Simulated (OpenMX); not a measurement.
Crystal: BeTe.

```
Te Be
1.0
     0.00000    2.77000    2.77000
     2.77000    0.00000    2.77000
     2.77000    2.77000    0.00000
Te Be
1 1
Direct
  0.75000 0.75000 0.75000
  0.00000 0.00000 0.00000
```

```yaml
Program: OpenMX 3.8.5
Task: single point
Functional: PBE
Potentials_or_basis: OpenMX 2013 PBE set, Te7.0-s3p2d2f1, Be7.0-s2p2, grid cutoff 500 Ry
k_mesh: 9 × 9 × 9
Occupations: fermi-dirac, width 0.05 eV
Spin: no spin polarisation
```

On this cell: pressure 5.5 GPa; largest force zero by symmetry; band gap on the k mesh 1.94 eV, indirect (least direct gap 3.55 eV).

The same run follows on a disturbed copy (atoms moved at random, drawn with an rms of 0.05 Å):

```
CELL_PARAMETERS angstrom
0.00000 2.77000 2.77000
2.77000 0.00000 2.77000
2.77000 2.77000 0.00000
ATOMIC_POSITIONS crystal
Te 0.75375 0.75807 0.73213
Be 0.00497 0.98669 0.00194
```

Question: What does the disturbed cell give?

Answer: The energy moves by +13.5 meV/atom; pressure 5.7 GPa; largest force 0.670 eV/Å; band gap on the k mesh 1.68 eV, indirect (least direct gap 3.14 eV).

Forces on the atoms (eV/Å):
```
Te   0.046  0.472 -0.474
Be  -0.042 -0.475  0.465
```

Caveats: spin-orbit coupling is left out, which moves the levels of the heavy elements; an odd mesh through Γ misses points on the zone boundary, where band edges often lie; the basis of atomic orbitals isn't converged, which shifts pressures, moduli and gaps.
